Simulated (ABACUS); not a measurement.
**Fe in ABACUS: the effect of target pressure**

Fe:

```
CELL_PARAMETERS angstrom
-1.44300 1.44300 1.44300
1.44300 -1.44300 1.44300
1.44300 1.44300 -1.44300
ATOMIC_POSITIONS crystal
Fe 0.00000 0.00000 0.00000
```

Alike in all runs:

```yaml
Program: ABACUS 3.10.1
Task: relaxation of cell and atoms
Functional: PBE
Potentials_or_basis: PseudoDojo NC SR 0.4.1 PBE standard
Cutoff: 1225 eV
Density_cutoff: 4898 eV
Basis: plane waves
k_mesh: 9 × 9 × 9
Occupations: fermi-dirac, width 0.05 eV
Spin: collinear spin, ferromagnetic start
Starting_moments: "[3.0] μB"
```

Each run relaxes the cell or the atoms first.

Problem. One run gave: relaxed volume 10.46 Å³/atom; moment 2.09 μB. Which target pressure did it use?
A. 5 GPa
B. 20 GPa
C. 10 GPa
D. 0 GPa
E. 30 GPa

Solution. B.

```csv
target pressure,relaxed volume (Å³/atom),moment (μB)
0 GPa,11.41,2.22
5 GPa,11.05,2.11
10 GPa,10.82,2.09
20 GPa,10.46,2.09
30 GPa,10.15,2.08
```

Caveats: the volume moved by over 15 % at a fixed basis, so the end points are rough (some runs).
